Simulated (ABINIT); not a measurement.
Runs of ABINIT 10.8.3 (patched build) on Ir. The structure is cubic, space group Fm-3m (No. 225). Conventional cell: a = 3.831 Å, b = 3.831 Å, c = 3.831 Å, α = 90.00°, β = 90.00°, γ = 90.00°. Ir (site symmetry m-3m) is surrounded by 12 Ir at 2.71 Å. 

```csv
task,level,potentials or basis,k mesh,cutoff (eV),fine-grid cutoff,gap on the mesh (eV),pressure (GPa)
band structure,rPW86PBE,JTH PAW PBE v2.0,12 × 12 × 12,463,925.187 eV,none,27.5
band structure,LDA,PseudoDojo NC SR LDA v0.4.1 standard,12 × 12 × 12,762,-,none,-
band structure,BLYP,JTH PAW PBE v2.0,12 × 12 × 12,463,925.187 eV,none,29.1
single point,LDA,JTH PAW LDA v2.0,10 × 10 × 10,463,925.187 eV,none,(a)
```

Alike in all rows: no spin polarisation; cell as given; smearing fermi-dirac 0.05 eV.

Problem. Fill in the values left out.

Solution. (a) -6.8.

Caveats: so large a pressure means that the cell lies far from this level's equilibrium, or that cutoff or potentials fall short (some runs); the potentials were made for another functional, which shifts forces and pressure (some runs); a pressure of tens of GPa on the cell as given is suspect, and the run, the potentials or the cell itself is likely at fault (some runs); the PAW data sets were made with another functional, which shifts forces and pressure a little (some runs).

A k mesh can miss the band edges, and the runs leave out spin-orbit coupling on Ir.

A gap of «none» marks a metal or a gap under the smearing width.

Not every run made on this cell is shown here.
